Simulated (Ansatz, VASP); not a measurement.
## One calculation of TiAl, two programs

INCAR

```
SYSTEM = TiAl
PREC     = Accurate       ! precision mode
ENCUT    = 520            ! plane-wave cutoff, eV
EDIFF    = 1E-6           ! SCF threshold, eV
ISMEAR   = 0              ! smearing method
SIGMA    = 0.15           ! smearing width, eV
LREAL    = .FALSE.        ! projectors in reciprocal space
LASPH    = .TRUE.         ! aspherical terms in the spheres
NELM     = 100            ! most SCF steps
ALGO     = Fast           ! electronic algorithm
ISIF     = 2              ! what is computed and relaxed
LWAVE    = .FALSE.        ! write WAVECAR
LCHARG   = .FALSE.        ! write CHGCAR
GGA      = CA             ! functional
NBANDS   = 14             ! bands
```

Contents of KPOINTS:

```
Automatic mesh
0
G
  21 21 10
  0 0 0
```

POSCAR

```
TiAl
1.0
    2.9532800997      0.0000000000      0.0000000000
   -1.4766400498      2.5576155908      0.0000000000
    0.0000000000      0.0000000000      4.6780830000
Ti Al
1 1
Direct
    0.0000000000      0.0000000000      0.0000000000
    0.3333333333      0.6666666667      0.5000000000
```

Input for Ansatz:

```yaml
crystal:
  lattice:
    - [2.9532800997, 0.0, 0.0]
    - [-1.4766400498, 2.5576155908, 0.0]
    - [0.0, 0.0, 4.678083]
  atoms:
    - { symbol: Ti, position: [0.0, 0.0, 0.0] }
    - { symbol: Al, position: [0.3333333333, 0.6666666667, 0.5] }
basis:
  ecutwfc: 420
kpoints:
  mp_grid: { grid: [21, 21, 10] }
hamiltonian:
  xc: lda
scf:
  occupations: { method: gaussian, width: 0.15 }
output:
  forces: true
  stress: true
  eigenvalues: true
```

Change from the starting cell: strain +0.030 along x and y, +0.000 along z, atoms carried along.

Alike in both runs: task single point; functional LDA; k mesh 21 × 21 × 10; occupations gaussian, width 0.15 eV; no spin polarisation.

```csv
,VASP,Ansatz
version,VASP 6.6.1,Ansatz 0.2.0
potentials or method,"VASP PAW LDA potentials, release 64 (Ti_sv, Al)","scalar-relativistic, plane waves, PAW"
plane-wave cutoff (eV),520,420
valence electrons in the cell,15,15
```

|  | VASP | Ansatz | Ansatz less VASP |
| --- | --- | --- | --- |
| gap on the k mesh at the Fermi level (eV) | none | none | - |
| pressure (GPa) | -10.7 | -10.7 | +0.01 |
| largest component of the traceless stress (GPa) | 0.87 | 0.79 | -0.078 |

A gap of «none» marks a metal or a gap that the smearing closes.
